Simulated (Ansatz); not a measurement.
# CdS (Hawleyite): the cost of one run

Method: DFT LDA, all-electron LAPW, scalar-relativistic unless said, in Ansatz 0.2.0.

### 1 The starting structure

It takes space group F-43m (No. 216, cubic). The conventional cell has a = 5.757 Å, b = 5.757 Å, c = 5.757 Å, α = 90.00°, β = 90.00°, γ = 90.00°. Cd (site symmetry -43m) has 4 S at 2.49 Å as nearest neighbours. S (site symmetry -43m) has 4 Cd at 2.49 Å as nearest neighbours.

Structure file:

```cif
data_structure
_symmetry_space_group_name_H-M 'P 1'
_symmetry_Int_Tables_number 1
_cell_length_a 4.0705
_cell_length_b 4.0705
_cell_length_c 4.0705
_cell_angle_alpha 60.000
_cell_angle_beta 60.000
_cell_angle_gamma 90.000
_cell_volume 47.69
loop_
_atom_site_label
_atom_site_type_symbol
_atom_site_fract_x
_atom_site_fract_y
_atom_site_fract_z
_atom_site_occupancy
Cd1 Cd 0.00000 0.00000 0.00000 1
S1 S 0.75000 0.25000 0.50000 1
```

Cartesian axes are those of the input's lattice vectors. The structure goes back to a database entry.

### 2 Reference run, fine mesh, LAPW

Contents of input.yaml:

```yaml
crystal:
  lattice:
    - [2.87826231555, 2.87826231555, 0.0]
    - [-2.87826231555, 2.87826231555, 0.0]
    - [0.0, 2.87826231555, 2.87826231555]
  atoms:
    - { symbol: Cd, position: [0.0, 0.0, 0.0] }
    - { symbol: S, position: [0.75, 0.25, 0.5] }
kpoints:
  mp_grid: { grid: [8, 8, 8] }
scf:
  occupations: { method: fixed }
hamiltonian:
  xc: lda
  pseudopotentials: { kind: all_electron, lapw: { basis_error: 0.001 } }
output:
  forces: true
  stress: true
  eigenvalues: true
  eigenstates:
    nscf_kmesh: { grid: [12, 12, 12] }
    de_dk: true
    e_range: [-9, 10.94731133416]
checkpoint:
  write: ck
  write_wavefunctions: false
```

Run with:

```bash
$ ansatz run input.yaml --threads 1 --pin off --max-ram 3072MiB --backend cpu --events-out ev --progress --plain --runs-dir out
```

Q: Estimate wall time and peak memory on 1 thread of Arm Neoverse V2, shared host.

About 19 s, with a peak of 0.29 GiB.
